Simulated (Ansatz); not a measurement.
**MnS: energy and stress against strain**

This session takes MnS and sets out to see how energy and stress answer to the strain pattern (1, -1, 0, 0, 0, 0).

Program: Ansatz 0.2.0. Level of theory: DFT r2SCAN, scalar-relativistic, plane waves, PAW. These are calculated values, not measurements.

### Step 1. Starting point

It takes space group F-43m (No. 216, cubic). Conventional cell: a = 5.600 Å, b = 5.600 Å, c = 5.600 Å, α = 90.00°, β = 90.00°, γ = 90.00°. Mn (site symmetry -43m) is surrounded by 4 S at 2.42 Å. S (site symmetry -43m) is surrounded by 4 Mn at 2.42 Å.

Coordinates:

```xyz
2
Lattice="0.0000 2.8000 2.8000 2.8000 0.0000 2.8000 2.8000 2.8000 0.0000" Properties=species:S:1:pos:R:3 pbc="T T T"
Mn    0.0000    0.0000    0.0000
S     4.2000    4.2000    4.2000
```

The cell is taken as given, not relaxed at this level.

### Step 2. The reference cell

Reference values: F = -4811.8564 eV; pressure 1.76 GPa; largest force 0.000 eV/Å; gap on the mesh 0.58 eV. It was computed beforehand with the settings of the runs below.

### Step 3. Setting up energy and stress against strain

The cell is strained by ε times the Voigt pattern (1, -1, 0, 0, 0, 0) (xx, yy, zz, yz, xz, xy; engineering shear), with fractional coordinates fixed (clamped ions). The stress on the pattern is the sum of the stress components weighted by it, tension positive.

### Step 4. Point ε = -0.1500

input.yaml reads:

```yaml
crystal:
  lattice:
    - [0.0, 3.22, 2.8]
    - [2.38, 0.0, 2.8]
    - [2.38, 3.22, 0.0]
  atoms:
    - { symbol: Mn, position: [0.0, 0.0, 0.0], spin: 4.73 }
    - { symbol: S, position: [0.75, 0.75, 0.75], spin: 0.12 }
basis:
  ecutwfc: 500
kpoints:
  mp_grid: { grid: [10, 10, 10] }
hamiltonian:
  xc: r2scan
scf:
  occupations: { method: gaussian, width: 0.05 }
output:
  forces: true
  stress: true
  eigenvalues: true
  populations: true
  write_density: true
  write_potential: true
  elf: true
  volumetric_format: npy
magnetization:
  spin_polarized: true
```

Run with:

```
$ ansatz run input.yaml --threads 1 --pin off --max-ram 2560MiB --backend cpu --events-out ev --progress --plain --runs-dir out
```

### Step 5. Point ε = 0.1125

input.yaml, as its differences from that of step 4:

```diff
@@ -2,5 +2,5 @@
   lattice:
-    - [0.0, 3.22, 2.8]
-    - [2.38, 0.0, 2.8]
-    - [2.38, 3.22, 0.0]
+    - [0.0, 2.485, 2.8]
+    - [3.115, 0.0, 2.8]
+    - [3.115, 2.485, 0.0]
   atoms:
@@ -21,6 +21,2 @@
   populations: true
-  write_density: true
-  write_potential: true
-  elf: true
-  volumetric_format: npy
 magnetization:
```

### Step 6. Point ε = -0.0750

input.yaml, as its differences from that of step 5:

```diff
@@ -2,5 +2,5 @@
   lattice:
-    - [0.0, 2.485, 2.8]
-    - [3.115, 0.0, 2.8]
-    - [3.115, 2.485, 0.0]
+    - [0.0, 3.01, 2.8]
+    - [2.59, 0.0, 2.8]
+    - [2.59, 3.01, 0.0]
   atoms:
@@ -21,2 +21,6 @@
   populations: true
+  write_density: true
+  write_potential: true
+  elf: true
+  volumetric_format: npy
 magnetization:
```

### Step 7. ε = 0.0375

input.yaml, as its differences from that of step 6:

```diff
@@ -2,5 +2,5 @@
   lattice:
-    - [0.0, 3.01, 2.8]
-    - [2.59, 0.0, 2.8]
-    - [2.59, 3.01, 0.0]
+    - [0.0, 2.695, 2.8]
+    - [2.905, 0.0, 2.8]
+    - [2.905, 2.695, 0.0]
   atoms:
@@ -21,6 +21,2 @@
   populations: true
-  write_density: true
-  write_potential: true
-  elf: true
-  volumetric_format: npy
 magnetization:
```

(Steps that only read results are left out.)

Before running it: what results should come out? Wanted: slope of the stress at ε = 0, from the points at -0.0750, 0 and 0.0375.

As calculated:

| quantity | value |
| --- | --- |
| slope of the stress at ε = 0, from the points at -0.0750, 0 and 0.0375 | 35 GPa |

The slope of the stress at zero strain, 35 GPa, estimates C11 + C22 − 2 C12 with clamped ions in this Cartesian frame; letting the atoms relax could not make it stiffer. The step is wide, so higher orders mix in. The reference stands under 1.8 GPa, so this is no zero-stress constant. The undisturbed cell stays the lowest of the sampled points. The gap on the mesh stays between 0.35 and 0.58 eV. Other magnetic orders or occupations could lie lower; they were not searched in full.
